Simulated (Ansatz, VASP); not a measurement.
**Si2Mo in VASP and in Ansatz**

File INCAR:

```
ALGO = Normal
EDIFF = 1E-7
ENCUT = 520
GGA = PS
ISIF = 2
ISMEAR = -1
LASPH = T
LCHARG = F
LREAL = F
LWAVE = F
NBANDS = 18
NELM = 80
PREC = Accurate
SIGMA = 0.05
```

Contents of KPOINTS:

```
k-points
0
Gamma
  12 12 12
```

POSCAR

```
Si2Mo
1.0
   -1.6105963353      1.6105963353      3.9565305599
    1.6105963353     -1.6105963353      3.9565305599
    1.6105963353      1.6105963353     -3.9565305599
Mo Si
1 2
Direct
    0.0000000000      0.0000000000      0.0000000000
    0.6670000000      0.6670000000      0.0000000000
    0.3330000000      0.3330000000      0.0000000000
```

The input input.yaml:

```yaml
crystal:
  lattice:
    - [-1.6105963353, 1.6105963353, 3.9565305599]
    - [1.6105963353, -1.6105963353, 3.9565305599]
    - [1.6105963353, 1.6105963353, -3.9565305599]
  atoms:
    - { symbol: Mo, position: [0.0, 0.0, 0.0] }
    - { symbol: Si, position: [0.667, 0.667, 0.0] }
    - { symbol: Si, position: [0.333, 0.333, 0.0] }
kpoints:
  mp_grid: { grid: [12, 12, 12] }
scf:
  occupations: { method: fermi_dirac, width: 0.05 }
hamiltonian:
  xc: pbesol
  pseudopotentials: { kind: all_electron, lapw: { basis_error: 0.001 } }
output:
  forces: true
  stress: true
  eigenvalues: true
```

Change from the starting cell: volume scaled by 1.02.

Alike in both runs: task single point; functional PBEsol; k mesh 12 × 12 × 12; occupations fermi-dirac, width 0.05 eV; no spin polarisation.

```csv
,VASP,Ansatz
version,VASP 6.6.1,Ansatz 0.2.0
potentials or method,"VASP PAW PBE potentials, release 64 (Mo_sv, Si)","all-electron LAPW, scalar-relativistic"
plane-wave cutoff (eV),520,see its input
```

Ansatz gave:

* gap on the k mesh at the Fermi level (eV): none
* pressure (GPa): -6.7
* largest component of the traceless stress (GPa): 1.18
* rms of the force components (eV/Å): 0.167

**Question.** Which values does VASP return?

**Answer.** gap on the k mesh at the Fermi level (eV): none; pressure (GPa): -6.4; largest component of the traceless stress (GPa): 1.17; rms of the force components (eV/Å): 0.166.

Atom by atom the forces differ by 0.002 eV/Å (rms over components). A gap of «none» marks a metal or a gap that the smearing closes. Ansatz ran all-electron here, so the differences hold the error of VASP's frozen core and of both bases.

Caveats: the PAW data sets were made with another functional, which shifts forces and pressure a little (VASP).
